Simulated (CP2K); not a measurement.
# SrO (Fm-3m) in CP2K: settings compared

One crystal, SrO, is run at these levels: PBE, PBEsol; tasks: single point.

Program: CP2K 2026.2. These are calculated values, not measurements. Logs are shortened: lines on timing, memory, paths and dates and some standing lists are left out, and cuts for length are marked.

## (1) Starting point

It takes space group Fm-3m (No. 225, cubic). The conventional cell has a = 5.133 Å, b = 5.133 Å, c = 5.133 Å, α = 90.00°, β = 90.00°, γ = 90.00°. Sr (site symmetry m-3m) is surrounded by 6 O at 2.57 Å. Around O (site symmetry m-3m) lie 6 Sr at 2.57 Å.

## (2) Single point, PBE

Input file sro_scf.inp:

```
&GLOBAL
  PROJECT sro_scf
  RUN_TYPE ENERGY_FORCE
  PRINT_LEVEL LOW
&END GLOBAL
&FORCE_EVAL
  METHOD QS
  STRESS_TENSOR ANALYTICAL
  &DFT
    BASIS_SET_FILE_NAME BASIS_MOLOPT_UZH
    POTENTIAL_FILE_NAME POTENTIAL_UZH
    &MGRID
      CUTOFF 600
      REL_CUTOFF 60
      NGRIDS 4
    &END MGRID
    &QS
      METHOD GPW
      EPS_DEFAULT 1.0E-10
    &END QS
    &KPOINTS
      SCHEME MONKHORST-PACK 9 9 9
      GAMMA_CENTERED T
      SYMMETRY T
      SYMMETRY_BACKEND SPGLIB
    &END KPOINTS
    &SCF
      SCF_GUESS ATOMIC
      EPS_SCF 1.0E-6
      MAX_SCF 100
      ADDED_MOS 10
      CHOLESKY OFF
      EPS_EIGVAL 1.0E-7
      &DIAGONALIZATION ON
        ALGORITHM STANDARD
      &END DIAGONALIZATION
      &MIXING ON
        METHOD BROYDEN_MIXING
        ALPHA 0.4
        BETA 1.5
        NBUFFER 8
      &END MIXING
      &SMEAR ON
        METHOD GAUSSIAN
        SIGMA [eV] 0.05
      &END SMEAR
    &END SCF
    &XC
      &XC_FUNCTIONAL
        &GGA_X_PBE
        &END GGA_X_PBE
        &GGA_C_PBE
        &END GGA_C_PBE
      &END XC_FUNCTIONAL
    &END XC
    &PRINT
      &KPOINTS ON
      &END KPOINTS
      &MULLIKEN ON
      &END MULLIKEN
      &MO ON
        ENERGIES T
        OCCUPATION_NUMBERS T
        &EACH
          QS_SCF 0
        &END EACH
        ADD_LAST NUMERIC
      &END MO
    &END PRINT
  &END DFT
  &SUBSYS
    &CELL
      A 3.6292962651 0.0000000000 0.0000000000
      B 1.8146481326 3.1430627635 0.0000000000
      C 1.8146481326 1.0476875878 2.9633079916
      PERIODIC XYZ
    &END CELL
    &COORD
      SCALED
      Sr  0.5000000000 0.5000000000 0.5000000000
      O   0.0000000000 0.0000000000 0.0000000000
    &END COORD
    &KIND Sr
      BASIS_SET TZVP-MOLOPT-PBE-GTH-q10
      POTENTIAL GTH-PBE-q10
    &END KIND
    &KIND O
      BASIS_SET TZVP-MOLOPT-PBE-GTH-q6
      POTENTIAL GTH-PBE-q6
    &END KIND
    &PRINT
      &ATOMIC_COORDINATES ON
      &END ATOMIC_COORDINATES
      &CELL ON
      &END CELL
    &END PRINT
  &END SUBSYS
  &PRINT
    &FORCES ON
    &END FORCES
    &STRESS_TENSOR ON
    &END STRESS_TENSOR
  &END PRINT
&END FORCE_EVAL
```

Potentials or basis: POTENTIAL_UZH Sr GTH-PBE-q10, O GTH-PBE-q6; TZVP-MOLOPT-PBE-GTH basis.

Launch:

```sh
$ OMP_NUM_THREADS=1 cp2k.psmp -i sro_scf.inp -o sro_scf.out
```

sro_scf.out:

```text

 CP2K| version string:                                       CP2K version 2026.2
 CP2K| Input file name                                               sro_scf.inp

 GLOBAL| Force Environment number                                              1
 GLOBAL| Basis set file name                                    BASIS_MOLOPT_UZH
 GLOBAL| Potential file name                                       POTENTIAL_UZH
 GLOBAL| MM Potential file name                                     MM_POTENTIAL
 GLOBAL| Coordinate file name                                      __STD_INPUT__
 GLOBAL| Method name                                                        CP2K
 GLOBAL| Project name                                                    sro_scf
 GLOBAL| Run type                                                   ENERGY_FORCE
 GLOBAL| FFT library                                                       FFTW3
 GLOBAL| Diagonalization library                                       ScaLAPACK
 GLOBAL| Cholesky decomposition library                                ScaLAPACK
 GLOBAL| DGEMM library                                                      BLAS
 GLOBAL| Direct generalized diagonalization requested                          F
 GLOBAL| Matrix multiplication library                                 ScaLAPACK
 GLOBAL| Global print level                                                  LOW
 GLOBAL| Total number of message passing processes                             1
 GLOBAL| Number of threads for this process                                    1
 GLOBAL| CPU model name                                                  UNKNOWN

 CELL| Volume [angstrom^3]:                                            33.802768
 CELL| Vector a [angstrom]:       3.629     0.000     0.000   |a| =     3.629296
 CELL| Vector b [angstrom]:       1.815     3.143     0.000   |b| =     3.629296
 CELL| Vector c [angstrom]:       1.815     1.048     2.963   |c| =     3.629296
 CELL| Angle (b,c), alpha [degree]:                                    60.000000
 CELL| Angle (a,c), beta  [degree]:                                    60.000000
 CELL| Angle (a,b), gamma [degree]:                                    60.000000
 CELL| Numerically orthorhombic:                                              NO
 CELL| Periodicity                                                           XYZ

 CELL_REF| Volume [angstrom^3]:                                        33.802768
 CELL_REF| Vector a [angstrom     3.629     0.000     0.000   |a| =     3.629296
 CELL_REF| Vector b [angstrom     1.815     3.143     0.000   |b| =     3.629296
 CELL_REF| Vector c [angstrom     1.815     1.048     2.963   |c| =     3.629296
 CELL_REF| Angle (b,c), alpha [degree]:                                60.000000
 CELL_REF| Angle (a,c), beta  [degree]:                                60.000000
 CELL_REF| Angle (a,b), gamma [degree]:                                60.000000
 CELL_REF| Numerically orthorhombic:                                          NO
 CELL_REF| Periodicity                                                       XYZ

[... 9 lines left out ...]

  Total number of            - Atomic kinds:                                   2
                             - Atoms:                                          2
                             - Shell sets:                                     2
                             - Shells:                                        14
                             - Primitive Cartesian functions:                 11
                             - Cartesian basis functions:                     34
                             - Spherical basis functions:                     32

  Maximum angular momentum of- Orbital basis functions:                        2
                             - Local part of the GTH pseudopotential:          2
                             - Non-local part of the GTH pseudopotential:      3

 MODULE QUICKSTEP: ATOMIC COORDINATES IN ANGSTROM

   Atom Kind Element         X             Y             Z       Z(eff)     Mass
      1    1 Sr   38      3.629296      2.095375      1.481654  10.0000  87.6200
      2    2 O     8      0.000000      0.000000      0.000000   6.0000  15.9994

 SCF PARAMETERS         Density guess:                                    ATOMIC
[... 9 lines left out ...]
                        --------------------------------------------------------
                        level_shift [a.u.]:                             0.000000
                        added MOs                                        10    0
                        --------------------------------------------------------
                        Mixing method:                            BROYDEN_MIXING
                                                charge density mixing in g-space
                        --------------------------------------------------------
                        Smear method:                                   GAUSSIAN
                        Smearing width (sigma) [a.u.]:                  1.84E-03
                        Accuracy threshold:                             1.00E-10
                        --------------------------------------------------------
                        No outer SCF

 *******************************************************************************
                                    Kpoints
 *******************************************************************************
 BRILLOUIN| K-point scheme                                        Monkhorst-Pack
 BRILLOUIN| K-Point grid                                             9    9    9
 BRILLOUIN| Gamma-centered k-point mesh                                     ON
 BRILLOUIN| K-point symmetry accuracy                               0.100000E-05
 BRILLOUIN| K-Point point group symmetrization                                ON
 BRILLOUIN| Symmetry backend                                             SPGLIB
 BRILLOUIN| Symmetry reduction method                                    SPGLIB
 BRILLOUIN| Wavefunction type                                            COMPLEX
 BRILLOUIN| List of Kpoints [2 Pi/Bohr]                                       35
 BRILLOUIN| Number           Weight            X              Y              Z
 BRILLOUIN|     1           0.01097       -0.44444       -0.44444       -0.44444
 BRILLOUIN|     2           0.03292       -0.44444       -0.44444       -0.33333
 BRILLOUIN|     3           0.03292       -0.44444       -0.44444       -0.22222
 BRILLOUIN|     4           0.03292       -0.44444       -0.44444       -0.11111
 BRILLOUIN|     5           0.00823       -0.44444       -0.44444        0.00000
 BRILLOUIN|     6           0.01646       -0.44444       -0.44444        0.11111
[... 27 lines left out ...]
 BRILLOUIN|    34           0.00823       -0.11111       -0.11111        0.00000
 BRILLOUIN|    35           0.00137        0.00000        0.00000        0.00000
 *******************************************************************************

 Extrapolation method: initial_guess

 Number of electrons:                                                         16
 Number of occupied orbitals:                                                  8
 Number of molecular orbitals:                                                18

 Number of orbital functions:                                                 32
 Number of independent orbital functions:                                     32

 SCF WAVEFUNCTION OPTIMIZATION

  Step     Update method      Time    Convergence         Total energy    Change
  ------------------------------------------------------------------------------
     1 NoMix/Diag. 0.40E+00    2.2     1.07164456       -47.1022103093 -4.71E+01
     2 Broy./Diag. 0.40E+00    2.3     0.11242395       -45.1089854173  1.99E+00
     3 Broy./Diag. 0.40E+00    2.3     0.07438386       -46.5212240586 -1.41E+00
     4 Broy./Diag. 0.40E+00    2.3     0.01787509       -46.8078806849 -2.87E-01
     5 Broy./Diag. 0.40E+00    2.3     0.02051171       -46.6557096175  1.52E-01
     6 Broy./Diag. 0.40E+00    2.3     0.01822517       -46.8682146199 -2.13E-01
     7 Broy./Diag. 0.40E+00    2.3     0.00264557       -46.8062659227  6.19E-02
     8 Broy./Diag. 0.40E+00    2.3     0.00174831       -46.8263655029 -2.01E-02
     9 Broy./Diag. 0.40E+00    2.3     0.00024788       -46.8232567576  3.11E-03
    10 Broy./Diag. 0.40E+00    2.3     0.00031286       -46.8233375812 -8.08E-05
    11 Broy./Diag. 0.40E+00    2.3     0.00003136       -46.8228235485  5.14E-04
    12 Broy./Diag. 0.40E+00    2.3     0.00002258       -46.8227888723  3.47E-05
    13 Broy./Diag. 0.40E+00    2.3     0.00000212       -46.8228137103 -2.48E-05
    14 Broy./Diag. 0.40E+00    2.3     0.00000160       -46.8228217005 -7.99E-06
    15 Broy./Diag. 0.40E+00    2.3     0.00000012       -46.8228221458 -4.45E-07

  *** SCF run converged in    15 steps ***

  Electronic density on regular grids:        -15.9999999989        0.0000000011
  Core density on regular grids:               15.9999999989       -0.0000000011
  Total charge density on r-space grids:       -0.0000000000
  Total charge density g-space grids:          -0.0000000000

  Overlap energy of the core charge distribution:               0.00000000000000
  Self energy of the core charge distribution:               -100.60035046061435
  Core Hamiltonian energy:                                     24.96939301402061
  Hartree energy:                                              36.79315235045977
  Exchange-correlation energy:                                 -7.98501704969126
  Smearing free energy correction:                             -0.00000000000000
  Fermi energy:                                                 0.31462141796590

  Total energy:                                               -46.82282214582523
  Total energy (extrapolated to sigma->0):                    -46.82282214582523

 MO| EIGENVALUES AND OCCUPATION NUMBERS FOR K POINT 1
 MO|
 MO|  Index      Eigenvalue [a.u.]        Eigenvalue [eV]             Occupation
 MO|      1              -0.957210             -26.047008               2.000000
 MO|      2              -0.382606             -10.411236               2.000000
 MO|      3              -0.290156              -7.895538               2.000000
 MO|      4              -0.290156              -7.895538               2.000000
 MO|      5              -0.243560              -6.627616               2.000000
 MO|      6               0.149091               4.056959               2.000000
[... 10 lines left out ...]
 MO|     17               0.955704              26.006015               0.000000
 MO|     18               1.158348              31.520259               0.000000
 MO| Sum:                                                              16.000000
 MO| E(Fermi):            0.314621 a.u.          8.561284 eV
 MO| Band gap:            0.281316 a.u.          7.654989 eV
[... 302 lines left out ...]
 MO|
 MO|  Index      Eigenvalue [a.u.]        Eigenvalue [eV]             Occupation
 MO|      1              -0.955532             -26.001360               2.000000
 MO|      2              -0.351085              -9.553502               2.000000
 MO|      3              -0.317434              -8.637823               2.000000
 MO|      4              -0.303632              -8.262236               2.000000
 MO|      5              -0.271190              -7.379465               2.000000
 MO|      6               0.193229               5.258016               2.000000
[... 10 lines left out ...]
 MO|     17               0.891773              24.266388               0.000000
 MO|     18               1.230431              33.481730               0.000000
 MO| Sum:                                                              16.000000
 MO| E(Fermi):            0.314621 a.u.          8.561284 eV
 MO| Band gap:            0.195130 a.u.          5.309767 eV

 [... the levels of further k-points ...]

 !-----------------------------------------------------------------------------!
                     Mulliken Population Analysis

 #  Atom  Element  Kind  Atomic population                           Net charge
       1     Sr       1          8.603750                              1.396250
       2     O        2          7.396250                             -1.396250
 # Total charge                             16.000000                 -0.000000

 !-----------------------------------------------------------------------------!

 ENERGY| Total FORCE_EVAL ( QS ) energy [hartree]            -46.822822437373958

 FORCES| Atomic forces [hartree/bohr]
 FORCES|   Atom     x               y               z               |f|
 FORCES|      1  7.42704365E-16 -4.35358920E-15  4.11459435E-14   4.13822911E-14
 FORCES|      2  4.23586758E-15 -8.04466390E-16  3.69324166E-15   5.67712729E-15
 FORCES| Sum     4.97857194E-15 -5.15805559E-15  4.48391852E-14
 FORCES| Total atomic force                                       4.54086362E-14

 STRESS| Analytical stress tensor [bar]
 STRESS|                        x                   y                   z
 STRESS|      x        4.71698163378E+04   1.07424919556E+01   7.58393550535E+00
 STRESS|      y        1.07424919556E+01   4.71574998548E+04   4.44254065584E+00
 STRESS|      z        7.58393550535E+00   4.44254065584E+00   4.71542045847E+04
 STRESS| 1/3 Trace                                             4.71605069258E+04
 STRESS| Determinant                                           1.04890303763E+14

 STRESS| Eigenvectors and eigenvalues of the analytical stress tensor [bar]
 STRESS|                        1                   2                   3
 STRESS| Eigenvalues   4.71510976389E+04   4.71512844039E+04   4.71791387346E+04
 STRESS|      x          -0.172130988747     -0.552137830387      0.815790867177
 STRESS|      y          -0.350098373636      0.808373687212      0.473247409501
 STRESS|      z           0.920761669212      0.204146511306      0.332448718498
```

It took 40 s on 1 thread of Arm Neoverse V1, shared host; peak memory 0.28 GiB.

Results:

```yaml
Free_energy: -1274.1138 eV
Pressure: 4.7 GPa
Band_gap_on_the_k_mesh: 3.52 eV, indirect (least direct gap 3.61 eV)
Mulliken_charges: Sr +1.40; O -1.40 e
```

Caveat: Mulliken charges move with the basis; an odd mesh through Γ misses points on the zone boundary, where band edges often lie; the basis of atomic orbitals isn't converged, which shifts pressures, moduli and gaps.

## (3) Single point, PBEsol

Edit sro_scf.inp of step 2 so:

```diff
@@ -49,6 +49,6 @@
       &XC_FUNCTIONAL
-        &GGA_X_PBE
-        &END GGA_X_PBE
-        &GGA_C_PBE
-        &END GGA_C_PBE
+        &GGA_X_PBE_SOL
+        &END GGA_X_PBE_SOL
+        &GGA_C_PBE_SOL
+        &END GGA_C_PBE_SOL
       &END XC_FUNCTIONAL
@@ -72,5 +72,4 @@
     &CELL
-      A 3.6292962651 0.0000000000 0.0000000000
-      B 1.8146481326 3.1430627635 0.0000000000
-      C 1.8146481326 1.0476875878 2.9633079916
+      ABC 3.6292962651 3.6292962652 3.6292962651
+      ALPHA_BETA_GAMMA 59.9999999997 59.9999999991 59.9999999998
       PERIODIC XYZ
```

Potentials or basis: POTENTIAL_UZH Sr GTH-PBE-q10, O GTH-PBE-q6; TZVP-MOLOPT-PBE-GTH basis.

Launch:

```sh
$ OMP_NUM_THREADS=1 cp2k.psmp -i sro_scf.inp -o sro_scf.out
```

Wall time 37 s (1 thread of Arm Neoverse V1, shared host); peak memory 0.28 GiB.

The run converged. Its results:

```
Free energy            : -1271.0647 eV
Pressure               : 1.2 GPa
Band gap on the k mesh : 3.45 eV, indirect (least direct gap 3.53 eV)
Mulliken charges       : Sr +1.37; O -1.37 e
```

Levels at points of the mesh, in eV from the valence-band top:
```tsv
k point	band 6	band 7	band 8	band 9	band 10	band 11
(0.00, 0.00, 0.00)	0.00	0.00	0.00	3.81	6.39	6.39
```

Caveat: Mulliken charges move with the basis; the potentials were made for another functional, which shifts forces and pressure; an odd mesh through Γ misses points on the zone boundary, where band edges often lie; the basis of atomic orbitals isn't converged, which shifts pressures, moduli and gaps.

## (4) Single point, PBEsol

Edit sro_scf.inp of step 3 so:

```diff
@@ -44,3 +44,3 @@
         METHOD GAUSSIAN
-        SIGMA [eV] 0.05
+        SIGMA [eV] 0.1
       &END SMEAR
@@ -72,4 +72,5 @@
     &CELL
-      ABC 3.6292962651 3.6292962652 3.6292962651
-      ALPHA_BETA_GAMMA 59.9999999997 59.9999999991 59.9999999998
+      A 3.6292962651 0.0000000000 0.0000000000
+      B 1.8146481326 3.1430627635 0.0000000000
+      C 1.8146481326 1.0476875878 2.9633079916
       PERIODIC XYZ
@@ -77,4 +78,3 @@
     &COORD
-      SCALED
-      Sr  0.5000000000 0.5000000000 0.5000000000
+      Sr  3.6292962651 2.0953751757 1.4816539958
       O   0.0000000000 0.0000000000 0.0000000000
```

Launch:

```sh
$ OMP_NUM_THREADS=1 cp2k.psmp -i sro_scf.inp -o sro_scf.out
```

Wall time 38 s (1 thread of Arm Neoverse V1, shared host); peak memory 0.28 GiB.

The run converged. Its results:

```yaml
Free_energy: -1271.0647 eV
Pressure: 1.2 GPa
Band_gap_on_the_k_mesh: 3.45 eV, indirect (least direct gap 3.53 eV)
Mulliken_charges: Sr +1.37; O -1.37 e
```

Levels at points of the mesh, in eV from the valence-band top:
| k point | band 5 | band 6 | band 7 | band 8 | band 9 | band 10 | band 11 | band 12 |
| --- | --- | --- | --- | --- | --- | --- | --- | --- |
| (0.00, 0.00, 0.00) | -13.80 | 0.00 | 0.00 | 0.00 | 3.81 | 6.39 | 6.39 | 6.39 |

Caveat: Mulliken charges move with the basis; the potentials were made for another functional, which shifts forces and pressure; an odd mesh through Γ misses points on the zone boundary, where band edges often lie; the basis of atomic orbitals isn't converged, which shifts pressures, moduli and gaps.

## (5) Overview

```csv
level,smearing,gap on the mesh (eV),pressure (GPa)
PBE,gaussian 0.05 eV,3.52,4.7
PBEsol,gaussian 0.05 eV,3.45,1.2
PBEsol,gaussian 0.1 eV,3.45,1.2
```

Alike in all rows: task single point; potentials or basis POTENTIAL_UZH Sr GTH-PBE-q10, O GTH-PBE-q6; TZVP-MOLOPT-PBE-GTH basis; no spin polarisation; cell as given; k mesh 9 × 9 × 9.

Caveats: an odd mesh through Γ misses points on the zone boundary, where band edges often lie; the basis of atomic orbitals isn't converged, which shifts pressures, moduli and gaps; the potentials were made for another functional, which shifts forces and pressure (some runs).

Total energies depend on the potentials used, so only differences within one code and one set of settings carry meaning.
